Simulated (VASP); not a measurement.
# HgTe (Coloradoite) (F-43m) in VASP: further runs

One crystal, HgTe (Coloradoite), is run at these levels: rev-vdW-DF2, r2SCAN, PBE; tasks: relaxation of cell and atoms, single point.

Everything below comes from runs of VASP 6.6.1. Logs are shortened: lines on timing, memory, paths and dates and some standing lists are left out, and cuts for length are marked.

## 1. The structure

Symmetry: F-43m, No. 216, cubic system. The conventional cell has a = 6.429 Å, b = 6.429 Å, c = 6.429 Å, α = 90.00°, β = 90.00°, γ = 90.00°. Hg (site symmetry -43m) has 4 Te at 2.78 Å as nearest neighbours. Te (site symmetry -43m) is surrounded by 4 Hg at 2.78 Å.

## 2. Relaxation of cell and atoms, rev-vdW-DF2

INCAR reads:

```
SYSTEM = HgTe
PREC = Accurate
ENCUT = 600
EDIFF = 1E-6
ISMEAR = -1
SIGMA = 0.05
LREAL = .FALSE.
LASPH = .TRUE.
NELM = 80
ALGO = Fast
ISIF = 3
LWAVE = .FALSE.
LCHARG = .FALSE.
GGA = MK
LUSE_VDW = .TRUE.
AGGAC = 0.0
PARAM1 = 0.1234
PARAM2 = 0.711357
ZAB_VDW = -1.8867
IBRION = 2
NSW = 60
EDIFFG = -0.01
```

KPOINTS reads:

```
Automatic mesh
0
G
  7 7 7
  0 0 0
```

POSCAR reads:

```
HgTe
1.0
    0.0000000000      3.2145000000      3.2145000000
    3.2145000000      0.0000000000      3.2145000000
    3.2145000000      3.2145000000      0.0000000000
Hg Te
1 1
Direct
    0.0000000000      0.0000000000      0.0000000000
    0.7500000000      0.7500000000      0.7500000000
```

Potentials or basis: VASP PAW PBE potentials, release 64 (Hg, Te).

Run with:

```
$ cat potpaw_PBE.64/Hg/POTCAR potpaw_PBE.64/Te/POTCAR > POTCAR
$ mpirun -np 1 vasp_std > vasp.out
```

OUTCAR:

```text
SYSTEM = HgTe
   PREC = Accurate
   ENCUT = 600
   EDIFF = 1E-6
   ISMEAR = -1
   LREAL = .FALSE.
   LASPH = .TRUE.
   NELM = 80
   ISIF = 3
   GGA = MK
   IBRION = 2
   NSW = 60
   EDIFFG = -0.01

 ion  position               nearest neighbor table
   1  0.000  0.000  0.000-   2 2.78   2 2.78   2 2.78   2 2.78
   2  0.750  0.750  0.750-   1 2.78   1 2.78   1 2.78   1 2.78

  LATTYP: Found a face centered cubic cell.
 ALAT       =     6.4290000000

  Lattice vectors:

 A1 = (   0.0000000000,   3.2145000000,   3.2145000000)
 A2 = (   3.2145000000,   0.0000000000,   3.2145000000)
 A3 = (   3.2145000000,   3.2145000000,   0.0000000000)

Analysis of symmetry for initial positions (statically):
=====================================================================
 Subroutine PRICEL returns:
 Original cell was already a primitive cell.

 Routine SETGRP: Setting up the symmetry group for a
 face centered cubic supercell.

 Subroutine GETGRP returns: Found 24 space group operations
 (whereof 24 operations were pure point group operations)
 out of a pool of 48 trial point group operations.

The static configuration has the point symmetry T_d .

Analysis of symmetry for dynamics (positions and initial velocities):
=====================================================================
 Subroutine PRICEL returns:
 Original cell was already a primitive cell.

 Routine SETGRP: Setting up the symmetry group for a
 face centered cubic supercell.

 Subroutine GETGRP returns: Found 24 space group operations
 (whereof 24 operations were pure point group operations)
 out of a pool of 48 trial point group operations.

The dynamic configuration has the point symmetry T_d .

 Subroutine INISYM returns: Found 24 space group operations
 (whereof 24 operations are pure point group operations),
 and found     1 'primitive' translations

----------------------------------------------------------------------------------------

                                     Primitive cell

  volume of cell :      66.4309

  direct lattice vectors                    reciprocal lattice vectors
     0.000000000  3.214500000  3.214500000    -0.155545186  0.155545186  0.155545186
     3.214500000  0.000000000  3.214500000     0.155545186 -0.155545186  0.155545186
     3.214500000  3.214500000  0.000000000     0.155545186  0.155545186 -0.155545186

  length of vectors
     4.545989496  4.545989496  4.545989496     0.269412165  0.269412165  0.269412165

  position of ions in fractional coordinates (direct lattice)
     0.000000000  0.000000000  0.000000000
     0.750000000  0.750000000  0.750000000

  ion indices of the primitive-cell ions
   primitive index   ion index
                 1           1
                 2           2

----------------------------------------------------------------------------------------

 KPOINTS: Automatic mesh

Automatic generation of k-mesh.
 Grid dimensions read from file:
 generate k-points for:    7    7    7

 Generating k-lattice:

  Cartesian coordinates                     Fractional coordinates (reciprocal lattice)
    -0.022220741  0.022220741  0.022220741     0.142857143  0.000000000  0.000000000
     0.022220741 -0.022220741  0.022220741     0.000000000  0.142857143  0.000000000
     0.022220741  0.022220741 -0.022220741     0.000000000  0.000000000  0.142857143

  Length of vectors
     0.038487452  0.038487452  0.038487452

  Shift w.r.t. Gamma in fractional coordinates (k-lattice)
     0.000000000  0.000000000  0.000000000

 Subroutine IBZKPT returns following result:
 ===========================================

 Found     20 irreducible k-points:

 Following reciprocal coordinates:
            Coordinates               Weight
  0.000000  0.000000  0.000000      1.000000
  0.142857  0.000000  0.000000      8.000000
  0.285714  0.000000  0.000000      8.000000
  0.428571  0.000000  0.000000      8.000000
  0.142857  0.142857  0.000000      6.000000
  0.285714  0.142857  0.000000     24.000000
[... 12 lines left out ...]
 -0.428571  0.428571  0.142857     24.000000
 -0.285714  0.428571  0.142857     24.000000
   k-points           NKPTS =     20   k-points in BZ     NKDIM =     20   number of bands    NBANDS=     13
   number of dos      NEDOS =    301   number of ions     NIONS =      2
   total plane-waves  NPLWV =  46656
   dimension x,y,z NGX =    36 NGY =   36 NGZ =   36
   dimension x,y,z NGXF=    72 NGYF=   72 NGZF=   72
   ions per type =               1   1
   NGX,Y,Z   is equivalent  to a cutoff of  13.17, 13.17, 13.17 a.u.
   NGXF,Y,Z  is equivalent  to a cutoff of  26.33, 26.33, 26.33 a.u.
 SYSTEM =  HgTe
   PREC   = accura    normal or accurate (medium, high low for compatibility)
   ISTART =      0    job   : 0-new  1-cont  2-samecut
   ICHARG =      2    charge: 1-file 2-atom 10-const
   ISPIN  =      1    spin polarized calculation?
   LNONCOLLINEAR =      F non collinear calculations
   LSORBIT =      F    spin-orbit coupling
   LASPH  =      T    aspherical Exc in radial PAW
   ENCUT  =  600.0 eV  44.10 Ry    6.64 a.u.   9.08  9.08  9.08*2*pi/ulx,y,z
   NELM   =     80;   NELMIN=  2; NELMDL= -5     # of ELM steps
   EDIFF  = 0.1E-05   stopping-criterion for ELM
   LREAL  =      F    real-space projection
   EDIFFG = -.1E-01   stopping-criterion for IOM
   NSW    =     60    number of steps for IOM
   IBRION =      2    ionic relax: 0-MD 1-quasi-New 2-CG
   NFREE  =      1    steps in history (QN), initial steepest desc. (CG)
   ISIF   =      3    stress and relaxation
   ISYM   =      2    0-nonsym 1-usesym 2-fastsym
   POTIM  = 0.5000    time-step for ionic-motion
   TEBEG  =    0.0;   TEEND  =   0.0 temperature during run
   PSTRESS=    0.0 pullay stress
   NELECT =      18.0000    total number of electrons
   NUPDOWN=      -1.0000    fix difference up-down
   EMIN   =  10.00;   EMAX   =-10.00  energy-range for DOS
   EFERMI =   0.00;   METHOD = LEGACY
   ISMEAR =    -1;   SIGMA  =   0.05  broadening in eV -4-tet -1-fermi 0-gaus
   EFERMI_NEDOS =   21; number of points for ismear=-14 and -15
   IALGO  =     68    algorithm
   IMIX   =      4    mixing-type and parameters
     AMIX     =   0.40;   BMIX     =  1.00
     AMIX_MAG =   1.60;   BMIX_MAG =  1.00
  volume/ion in A,a.u.               =      33.22       224.15
  Fermi-wavevector in a.u.,A,eV,Ry     =   1.059357  2.001894 15.268958  1.122237
  Thomas-Fermi vector in A             =   2.194699
   LORBIT       =      0    0 simple, 1 ext, 2 COOP (PROOUT), +10 PAW based schemes
   GGA     = MK    functional components
   LHFCALC =     F    Hartree Fock is set to
   AEXX    =    0.0000 exact exchange contribution
   IVDW_NL    =     1    kernel type
   BPARAM     = 6.3000
   IVDW    =     0    specifies the selected vdW correction
   LEPSILON=     F    determine dielectric tensor
   LRPA    =     F    only Hartree local field effects (RPA)
 conjugate gradient relaxation of ions
 non-spin polarized calculation
 RMM-DIIS sequential band-by-band and
  energy-cutoff  :      600.00
  volume of cell :       66.43
 maximum number of plane-waves:      2239
   NGX = 19   NGY = 19   NGZ = 19

--------------------------------------- Ionic step        1  -------------------------------------------

 number of electron      18.0000000 magnetization

 Free energy of the ion-electron system (eV)
  ---------------------------------------------------
  ext. energy  EPLUGINS =         0.00000000
  ---------------------------------------------------
  free energy    TOTEN  =         0.56417966 eV

  energy without entropy =        0.56486602  energy(sigma->0) =        0.56452284

------------------------ aborting loop because EDIFF is reached ----------------------------------------

  FORCE on cell =-STRESS in cart. coord.  units (eV):
  Direction    XX          YY          ZZ          XY          YZ          ZX
  --------------------------------------------------------------------------------------
  -------------------------------------------------------------------------------------
  Total        1.4750133      1.4750133      1.4750133      0.0000000     -0.0000000     -0.0000000
  in kB       35.5742889     35.5742889     35.5742889      0.0000000     -0.0000000     -0.0000000
  external PRESSURE =      35.5742889 kB  Pullay stress =       0.0000000 kB

 VOLUME and BASIS-vectors are now :
 -----------------------------------------------------------------------------
  energy-cutoff  :      600.00
  volume of cell :       66.43
      direct lattice vectors                 reciprocal lattice vectors
     0.000000000  3.214500000  3.214500000    -0.155545186  0.155545186  0.155545186
     3.214500000  0.000000000  3.214500000     0.155545186 -0.155545186  0.155545186
     3.214500000  3.214500000  0.000000000     0.155545186  0.155545186 -0.155545186

 POSITION                                       TOTAL-FORCE (eV/Angst)
 -----------------------------------------------------------------------------------
      0.00000      0.00000      0.00000         0.000000      0.000000      0.000000
      4.82175      4.82175      4.82175        -0.000000     -0.000000     -0.000000
 -----------------------------------------------------------------------------------
    total drift:                               -0.000000     -0.000000     -0.000000

  FREE ENERGIE OF THE ION-ELECTRON SYSTEM (eV)
  ---------------------------------------------------
  free  energy   TOTEN  =         0.5641796595 eV
[... 19 lines left out ...]
 VOLUME and BASIS-vectors are now :
 -----------------------------------------------------------------------------
  energy-cutoff  :      600.00
  volume of cell :       73.78
      direct lattice vectors                 reciprocal lattice vectors
     0.000000000  3.328869588  3.328869588    -0.150201138  0.150201138  0.150201138
     3.328869588 -0.000000000  3.328869588     0.150201138 -0.150201138  0.150201138
     3.328869588  3.328869588 -0.000000000     0.150201138  0.150201138 -0.150201138

 POSITION                                       TOTAL-FORCE (eV/Angst)
 -----------------------------------------------------------------------------------
      0.00000      0.00000      0.00000        -0.000000     -0.000000     -0.000000
      4.99330      4.99330      4.99330         0.000000      0.000000      0.000000
 -----------------------------------------------------------------------------------
    total drift:                               -0.000000     -0.000000     -0.000000

  FREE ENERGIE OF THE ION-ELECTRON SYSTEM (eV)
  ---------------------------------------------------
  free  energy   TOTEN  =         0.5158247897 eV

  energy  without entropy=        0.5166410277  energy(sigma->0) =        0.51623291

Total vdW correction in eV:      3.3331069

--------------------------------------- Ionic step        3  -------------------------------------------

 number of electron      18.0000000 magnetization

 Free energy of the ion-electron system (eV)
  ---------------------------------------------------
  ext. energy  EPLUGINS =         0.00000000
  ---------------------------------------------------
  free energy    TOTEN  =         0.50951623 eV

  energy without entropy =        0.51029435  energy(sigma->0) =        0.50990529

 E-fermi :   2.4139     XC(G=0):  -8.6520

 val. band max:        2.3678714953   @ k =   0.0000   0.0000   0.0000
 cond. band min:       2.9727405022   @ k =   0.1429   0.0000   0.0000
 fundamental gap:      0.6048690069
 Fermi energy:         2.4138769301

 k-point     1 :       0.0000    0.0000    0.0000
  band No.  band energies     occupation
      1      -9.2395      2.00000
      2      -4.6564      2.00000
      3      -4.6564      2.00000
      4      -4.6564      2.00000
      5      -4.2006      2.00000
      6      -4.2006      2.00000
      7       1.3790      2.00000
      8       2.3679      1.43013
      9       2.3679      1.43013
     10       2.3679      1.43013
     11       6.6676      0.00000
     12       6.6676      0.00000
     13       6.6676      0.00000

 k-point     2 :       0.1429    0.0000    0.0000
  band No.  band energies     occupation
      1      -9.1516      2.00000
      2      -4.6326      2.00000
      3      -4.6326      2.00000
      4      -4.6181      2.00000
      5      -4.2026      2.00000
      6      -4.2026      2.00000
      7       0.2632      2.00000
      8       2.1738      1.98371
      9       2.1738      1.98371
     10       2.9727      0.00003
     11       6.5362      0.00000
     12       6.9319      0.00000
     13       6.9319      0.00000
[... 299 lines left out ...]
 VOLUME and BASIS-vectors are now :
 -----------------------------------------------------------------------------
  energy-cutoff  :      600.00
  volume of cell :       71.74
      direct lattice vectors                 reciprocal lattice vectors
     0.000000000  3.298000403  3.298000403    -0.151607016  0.151607016  0.151607016
     3.298000403 -0.000000000  3.298000403     0.151607016 -0.151607016  0.151607016
     3.298000403  3.298000403 -0.000000000     0.151607016  0.151607016 -0.151607016

 POSITION                                       TOTAL-FORCE (eV/Angst)
 -----------------------------------------------------------------------------------
      0.00000      0.00000      0.00000         0.000000      0.000000     -0.000000
      4.94700      4.94700      4.94700        -0.000000     -0.000000      0.000000
 -----------------------------------------------------------------------------------
    total drift:                               -0.000000     -0.000000     -0.000000

  FREE ENERGIE OF THE ION-ELECTRON SYSTEM (eV)
  ---------------------------------------------------
  free  energy   TOTEN  =         0.5095162274 eV

  energy  without entropy=        0.5102943493  energy(sigma->0) =        0.50990529

Total vdW correction in eV:      3.2984337

 reached required accuracy - stopping structural energy minimisation
```

Wall time 2.6 min (1 thread of Intel Xeon 6975P-C (Granite Rapids), shared host); peak memory 0.47 GiB.

Results:

```yaml
Free_energy: 0.5095 eV
Relaxed_volume: 35.87 Å³/atom
Relaxed_cell: a = 4.664 Å, b = 4.664 Å, c = 4.664 Å, α = 60.00°, β = 60.00°, γ = 60.00°
Space_group_after_relaxing_to_0.05_Å: F-43m (No. 216)
Energy_gained_by_relaxing: 27.3 meV/atom
Ionic_steps: 3
Pressure_after_relaxing: 0.0 GPa
Band_gap_on_the_k_mesh: none (metal or under the smearing width)
```

Step by step:
| step | energy change (eV) | largest force (eV/Å) | pressure (GPa) | volume (Å³) |
| --- | --- | --- | --- | --- |
| 1 | 0.0000 | 0.0000 | 3.56 | 66.43 |
| 2 | -0.0484 | 0.0000 | -0.97 | 73.78 |
| 3 | -0.0547 | 0.0000 | 0.01 | 71.74 |

Final structure:
```
CELL_PARAMETERS angstrom
0.00000 3.29800 3.29800
3.29800 0.00000 3.29800
3.29800 3.29800 0.00000
ATOMIC_POSITIONS crystal
Hg 0.00000 0.00000 0.00000
Te 0.75000 0.75000 0.75000
```

Caveat: the PAW data sets were made with another functional, which shifts forces and pressure a little. The run has no spin-orbit coupling, so splittings on Hg, Te are missing.

(Continued in part 2 of 2.)
